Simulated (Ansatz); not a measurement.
# Al under changes of volume

One of the cells (15.895 Å³/atom); the others are scaled copies at fixed shape and fractional positions:

```
Al
1.0
     2.82708    0.00000    0.00000
    -1.41354    2.44832    0.00000
     0.00000    0.00000    9.18599
Al
4
Direct
  0.66667 0.33333 0.75000
  0.00000 0.00000 0.50000
  0.33333 0.66667 0.25000
  0.00000 0.00000 0.00000
```

This isn't the form of Al at room conditions, which is fcc.

```yaml
Program: Ansatz 0.2.0
Functional: LDA
Potentials_or_basis: Ansatz PAW
Cutoff: "420 eV (not typed: the program's choice for these potentials)"
k_mesh: 11 × 11 × 3
Occupations: fermi-dirac, width 0.05 eV
Spin: no spin polarisation
```

```csv
volume (Å³/atom),energy over the lowest point (meV/atom),pressure (GPa)
14.942,16.22,5.8
15.260,?,?
15.578,1.72,1.7
15.895,0.00,0.0
16.213,1.50,-1.6
16.531,5.91,-3.0
16.849,13.00,-4.2
```

Q: What does the run at 15.260 Å³/atom give?

A: Energy over the lowest point 6.99 meV/atom; pressure 3.6 GPa.

Worked out: A Birch-Murnaghan fit of order 3 (a polynomial in V^(-2/3)) to the other rows has its minimum at 15.90 Å³/atom with B0 = V·E''(V) = 81 GPa and B' = 3.9 at fixed shape and positions, which overstates the stiffness. It gives 7.01 meV/atom at 15.260 Å³/atom, against the run's 6.99, and -dE/dV = 3.6 GPa, against 3.6.

Energies are extrapolated to zero smearing.

Caveats: the PAW data sets come from PBE, with cores solved anew for the run's functional, which leaves a small shift of forces and pressure.
